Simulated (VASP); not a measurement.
# In (Im-3m) in VASP: settings compared, part 2 of 3

VASP 6.6.1. The steps go on from the part before.

## (4) Relaxation of cell and atoms, PBEsol

Input file INCAR:

```
SYSTEM = In
PREC     = Accurate       ! precision mode
ENCUT    = 600            ! plane-wave cutoff, eV
EDIFF    = 1E-7           ! SCF threshold, eV
ISMEAR   = -1             ! smearing method
SIGMA    = 0.05           ! smearing width, eV
LREAL    = .False.        ! projectors in reciprocal space
LASPH    = .True.         ! aspherical terms in the spheres
NELM     = 80             ! most SCF steps
ALGO     = Normal         ! electronic algorithm
ISIF     = 3              ! what is computed and relaxed
LWAVE    = .False.        ! write WAVECAR
LCHARG   = .False.        ! write CHGCAR
GGA      = PS             ! functional
IBRION   = 2              ! ionic algorithm
NSW      = 40             ! ionic steps
EDIFFG   = -0.02          ! ionic threshold
```

Input file KPOINTS:

```
Automatic mesh
0
Gamma
  10 10 10
  0 0 0
```

Input file POSCAR:

```
In
1.0
   -1.8825252400      1.8825252400      1.8825252400
    1.8825252400     -1.8825252400      1.8825252400
    1.8825252400      1.8825252400     -1.8825252400
In
1
Direct
    0.0000000000      0.0000000000      0.0000000000
```

Potentials or basis: VASP PAW PBE potentials, release 64 (In_d).

Run with:

```bash
$ cat potpaw_PBE.64/In_d/POTCAR > POTCAR
$ mpirun -np 1 vasp_std > vasp.out
```

OUTCAR:

```text
SYSTEM = In
   PREC = Accurate
   ENCUT = 600
   EDIFF = 1E-7
   ISMEAR = -1
   LREAL = .False.
   LASPH = .True.
   NELM = 80
   ISIF = 3
   GGA = PS
   IBRION = 2
   NSW = 40
   EDIFFG = -0.02

 ion  position               nearest neighbor table
   1  0.000  0.000  0.000-

  LATTYP: Found a body centered cubic cell.
 ALAT       =     3.7650504800

  Lattice vectors:

 A1 = (  -1.8825252400,   1.8825252400,   1.8825252400)
 A2 = (   1.8825252400,  -1.8825252400,   1.8825252400)
 A3 = (   1.8825252400,   1.8825252400,  -1.8825252400)

Analysis of symmetry for initial positions (statically):
=====================================================================
 Subroutine PRICEL returns:
 Original cell was already a primitive cell.

 Routine SETGRP: Setting up the symmetry group for a
 body centered cubic supercell.

 Subroutine GETGRP returns: Found 48 space group operations
 (whereof 48 operations were pure point group operations)
 out of a pool of 48 trial point group operations.

The static configuration has the point symmetry O_h .

Analysis of symmetry for dynamics (positions and initial velocities):
=====================================================================
 Subroutine PRICEL returns:
 Original cell was already a primitive cell.

 Routine SETGRP: Setting up the symmetry group for a
 body centered cubic supercell.

 Subroutine GETGRP returns: Found 48 space group operations
 (whereof 48 operations were pure point group operations)
 out of a pool of 48 trial point group operations.

The dynamic configuration has the point symmetry O_h .

 Subroutine INISYM returns: Found 48 space group operations
 (whereof 48 operations are pure point group operations),
 and found     1 'primitive' translations

----------------------------------------------------------------------------------------

                                     Primitive cell

  volume of cell :      26.6859

  direct lattice vectors                    reciprocal lattice vectors
    -1.882525240  1.882525240  1.882525240     0.000000000  0.265600689  0.265600689
     1.882525240 -1.882525240  1.882525240     0.265600689  0.000000000  0.265600689
     1.882525240  1.882525240 -1.882525240     0.265600689  0.265600689  0.000000000

  length of vectors
     3.260629362  3.260629362  3.260629362     0.375616096  0.375616096  0.375616096

  position of ions in fractional coordinates (direct lattice)
     0.000000000  0.000000000  0.000000000

  ion indices of the primitive-cell ions
   primitive index   ion index
                 1           1

----------------------------------------------------------------------------------------

 KPOINTS: Automatic mesh

Automatic generation of k-mesh.
 Grid dimensions read from file:
 generate k-points for:   10   10   10

 Generating k-lattice:

  Cartesian coordinates                     Fractional coordinates (reciprocal lattice)
[... 92 lines left out ...]
 non-spin polarized calculation
  energy-cutoff  :      600.00
  volume of cell :       26.69
 maximum number of plane-waves:       935
 NGX is ok and might be reduce to    28
   NGX = 13   NGY = 13   NGZ = 13

--------------------------------------- Ionic step        1  -------------------------------------------

 number of electron      12.9999996 magnetization

 Free energy of the ion-electron system (eV)
  ---------------------------------------------------
  ext. energy  EPLUGINS =         0.00000000
  ---------------------------------------------------
  free energy    TOTEN  =        -2.97419053 eV

  energy without entropy =       -2.96868732  energy(sigma->0) =       -2.97143893

------------------------ aborting loop because EDIFF is reached ----------------------------------------

  FORCE on cell =-STRESS in cart. coord.  units (eV):
  Direction    XX          YY          ZZ          XY          YZ          ZX
  --------------------------------------------------------------------------------------
  -------------------------------------------------------------------------------------
  Total       -0.2207444     -0.2207444     -0.2207444      0.0000000      0.0000000     -0.0000000
  in kB      -13.2531135    -13.2531135    -13.2531135      0.0000000      0.0000000     -0.0000000
  external PRESSURE =     -13.2531135 kB  Pullay stress =       0.0000000 kB

 VOLUME and BASIS-vectors are now :
 -----------------------------------------------------------------------------
  energy-cutoff  :      600.00
  volume of cell :       26.69
      direct lattice vectors                 reciprocal lattice vectors
    -1.882525240  1.882525240  1.882525240     0.000000000  0.265600689  0.265600689
     1.882525240 -1.882525240  1.882525240     0.265600689  0.000000000  0.265600689
     1.882525240  1.882525240 -1.882525240     0.265600689  0.265600689  0.000000000

 POSITION                                       TOTAL-FORCE (eV/Angst)
 -----------------------------------------------------------------------------------
      0.00000      0.00000      0.00000         0.000000      0.000000      0.000000
 -----------------------------------------------------------------------------------
    total drift:                               -0.000000     -0.000000     -0.000000

  FREE ENERGIE OF THE ION-ELECTRON SYSTEM (eV)
  ---------------------------------------------------
  free  energy   TOTEN  =        -2.9741905316 eV

  energy  without entropy=       -2.9686873223  energy(sigma->0) =       -2.97143893

--------------------------------------- Ionic step        2  -------------------------------------------

 number of electron      12.9999997 magnetization

 Free energy of the ion-electron system (eV)
  ---------------------------------------------------
  ext. energy  EPLUGINS =         0.00000000
  ---------------------------------------------------
  free energy    TOTEN  =        -2.97797596 eV

  energy without entropy =       -2.97261962  energy(sigma->0) =       -2.97529779

 E-fermi :   7.4208     XC(G=0): -10.4661

 val. band max:        7.4106041548   @ k =   0.3000   0.3000   0.0000
 cond. band min:       7.4385859737   @ k =   0.2000   0.2000   0.2000
 fundamental gap:      0.0279818189
 Fermi energy:         7.4207616746

 k-point     1 :       0.0000    0.0000    0.0000
  band No.  band energies     occupation
      1      -7.1106      2.00000
      2      -7.1106      2.00000
      3      -7.1106      2.00000
      4      -6.8205      2.00000
      5      -6.8205      2.00000
      6      -2.1497      2.00000
      7      18.7231      0.00000
      8      18.7231      0.00000
      9      18.7231      0.00000
     10      20.5408      0.00000
[... 287 lines left out ...]
 k-point    24 :      -0.3000    0.3000    0.1000
  band No.  band energies     occupation
      1      -7.1420      2.00000
      2      -7.0768      2.00000
      3      -6.8965      2.00000
      4      -6.8360      2.00000
      5      -6.8144      2.00000
      6       0.2377      2.00000
      7       9.8036      0.00000
      8      13.7141      0.00000
      9      14.8583      0.00000
     10      18.5568      0.00000

 [... further k-points ...]
[... 5 lines left out ...]
  --------------------------------------------------------------------------------------
  -------------------------------------------------------------------------------------
  Total       -0.0125678     -0.0125678     -0.0125678     -0.0000000     -0.0000000     -0.0000000
  in kB       -0.7791801     -0.7791801     -0.7791801     -0.0000000     -0.0000000     -0.0000000
  external PRESSURE =      -0.7791801 kB  Pullay stress =       0.0000000 kB

 VOLUME and BASIS-vectors are now :
 -----------------------------------------------------------------------------
  energy-cutoff  :      600.00
  volume of cell :       25.84
      direct lattice vectors                 reciprocal lattice vectors
    -1.862477670  1.862477670  1.862477670     0.000000000  0.268459595  0.268459595
     1.862477670 -1.862477670  1.862477670     0.268459595  0.000000000  0.268459595
     1.862477670  1.862477670 -1.862477670     0.268459595  0.268459595  0.000000000

 POSITION                                       TOTAL-FORCE (eV/Angst)
 -----------------------------------------------------------------------------------
      0.00000      0.00000      0.00000        -0.000000     -0.000000      0.000000
 -----------------------------------------------------------------------------------
    total drift:                               -0.000000     -0.000000     -0.000000

  FREE ENERGIE OF THE ION-ELECTRON SYSTEM (eV)
  ---------------------------------------------------
  free  energy   TOTEN  =        -2.9779759602 eV

  energy  without entropy=       -2.9726196248  energy(sigma->0) =       -2.97529779

 reached required accuracy - stopping structural energy minimisation
```

Run time: 17 s. Hardware: 1 thread of Intel Xeon Platinum 8559C (Emerald Rapids), shared host; peak memory 0.17 GiB.

Results:

| Item | Value |
| --- | --- |
| Free energy | -2.9780 eV |
| Relaxed volume | 25.84 Å³/atom |
| Relaxed cell | a = 3.226 Å, b = 3.226 Å, c = 3.226 Å, α = 109.47°, β = 109.47°, γ = 109.47° |
| Space group after relaxing (to 0.05 Å) | Im-3m (No. 229) |
| Energy gained by relaxing | 3.8 meV/atom |
| Ionic steps | 2 |
| Pressure after relaxing | -0.1 GPa |
| Band gap on the k mesh | none (metal or under the smearing width) |

Step by step:
```
step  energy change (eV)  largest force (eV/Å)  pressure (GPa)  volume (Å³)
   1              0.0000                0.0000           -1.33        26.69
   2             -0.0038                0.0000           -0.08        25.84
```

Final structure:
```
In
1.0
    -1.86248    1.86248    1.86248
     1.86248   -1.86248    1.86248
     1.86248    1.86248   -1.86248
In
1
Direct
  0.00000 0.00000 0.00000
```

Caveat: the PAW data sets were made with another functional, which shifts forces and pressure a little.

## (5) Relaxation of cell and atoms, RPBE

Edit INCAR of step 4 so:

```diff
@@ -13,3 +13,3 @@
 LCHARG   = .False.        ! write CHGCAR
-GGA      = PS             ! functional
+GGA      = RP             ! functional
 IBRION   = 2              ! ionic algorithm
```

KPOINTS is that of step 4.

POSCAR is that of step 4.

Run with:

```bash
$ cat potpaw_PBE.64/In_d/POTCAR > POTCAR
$ mpirun -np 1 vasp_std > vasp.out
```

Run time: 24 s. Hardware: 1 thread of Intel Xeon Platinum 8559C (Emerald Rapids), shared host; peak memory 0.17 GiB.

It converged, with:

| Quantity | Value |
| --- | --- |
| Free energy | -2.1976 eV |
| Relaxed volume | 29.14 Å³/atom |
| Relaxed cell | a = 3.358 Å, b = 3.358 Å, c = 3.358 Å, α = 109.47°, β = 109.47°, γ = 109.47° |
| Space group after relaxing (to 0.05 Å) | Im-3m (No. 229) |
| Energy gained by relaxing | 22.1 meV/atom |
| Ionic steps | 3 |
| Pressure after relaxing | 0.0 GPa |
| Band gap on the k mesh | none (metal or under the smearing width) |

Step by step:
```csv
step,energy change (eV),largest force (eV/Å),pressure (GPa),volume (Å³)
1,0.0000,0.0000,3.13,26.69
2,-0.0217,0.0000,0.39,28.75
3,-0.0221,0.0000,-0.02,29.14
```

Final structure:
```xyz
1
Lattice="-1.9386 1.9386 1.9386 1.9386 -1.9386 1.9386 1.9386 1.9386 -1.9386" Properties=species:S:1:pos:R:3 pbc="T T T"
In    0.0000    0.0000    0.0000
```

Levels at points of the mesh, in eV from the Fermi level:
```csv
k point,band 2,band 3,band 4,band 5,band 6,band 7,band 8,band 9,band 10
"(0.00, 0.00, 0.00)",-14.57,-14.57,-14.37,-14.37,-8.76,10.11,10.11,10.11,12.68
"(0.50, 0.00, 0.00)",-14.59,-14.38,-14.37,-14.24,-3.82,-2.70,5.54,7.00,9.42
"(0.50, 0.50, 0.50)",-14.64,-14.27,-14.27,-14.27,0.43,1.34,1.34,1.34,5.11
```

Caveat: the PAW data sets were made with another functional, which shifts forces and pressure a little.

(Part 2 of 3 ends here.)
